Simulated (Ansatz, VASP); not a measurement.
One calculation of Co, two programs

```
Co
1.0
     2.45318    0.00000    0.00000
    -1.22659    2.12452    0.00000
     0.00000    0.00000    3.96585
Co
2
Direct
  0.66667 0.33333 0.24998
  0.33333 0.66667 0.75002
```

Alike in both runs: functional PBEsol; k mesh 9 × 9 × 6; occupations gaussian, width 0.1 eV; collinear spin.

Ansatz relaxed the structure, and its values are those at the end. VASP's run is a single point on that final structure, the one shown.

```csv
,VASP,Ansatz
version,VASP 6.6.1,Ansatz 0.2.0
potentials or method,"VASP PAW PBE potentials, release 64 (Co)","scalar-relativistic, plane waves, PAW"
plane-wave cutoff (eV),520,420
valence electrons in the cell,18,34
```

|  | VASP | Ansatz | Ansatz less VASP |
| --- | --- | --- | --- |
| gap on the k mesh at the Fermi level (eV) | none | none | - |
| pressure (GPa) | -1.1 | -0.1 | +0.96 |
| net moment per atom (μB) | 1.51 | 1.51 | +0.006 |
| size of the moment on the site where the two differ most (μB) | 1.51 | 1.58 | +0.065 |

Site moments also hang on the region over which each program counts them. A gap of «none» marks a metal or a gap that the smearing closes. The two sets of potentials don't hold the same shells in valence.

Caveats: the PAW data sets were made with another functional, which shifts forces and pressure a little (VASP).
